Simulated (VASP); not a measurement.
Crystal: Pb.

```xyz
2
Lattice="3.4800 0.0000 0.0000 -1.7400 3.0138 0.0000 0.0000 0.0000 5.5900" Properties=species:S:1:pos:R:3 pbc="T T T"
Pb    1.7400    1.0046    4.1925
Pb    0.0000    2.0092    1.3975
```

This isn't the form of Pb at room conditions, which is fcc.

| Property | Result |
| --- | --- |
| Program | VASP 6.6.1 |
| Task | single point |
| Functional | PBE |
| Potentials or basis | VASP PAW PBE potentials, release 64 (Pb_d) |
| Cutoff | 520 eV |
| k mesh | 9 × 9 × 5 |
| Occupations | fermi-dirac, width 0.05 eV |
| Spin | no spin polarisation |

On this cell: pressure 4.1 GPa; largest force under 0.003 eV/Å; band gap on the k mesh none (metal or under the smearing width).

The same run follows on a disturbed copy (atoms moved at random, drawn with an rms of 0.05 Å):

```xyz
2
Lattice="3.4800 0.0000 0.0000 -1.7400 3.0138 0.0000 0.0000 0.0000 5.5900" Properties=species:S:1:pos:R:3 pbc="T T T"
Pb    1.7483    1.0604    4.1723
Pb   -0.0038    2.0711    1.4324
```

Task: What changes?

Result: The energy (extrapolated to zero smearing) moves by +1.1 meV/atom; pressure 4.1 GPa; largest force 0.096 eV/Å; band gap on the k mesh none (metal or under the smearing width).

Forces on the atoms (eV/Å):
```
Pb  -0.004  0.002  0.096
Pb   0.004 -0.002 -0.096
```

Stress tensor (GPa, compression positive):
```
 2.82  0.01 -0.01
 0.01  2.83  0.00
-0.01  0.00  6.71
```
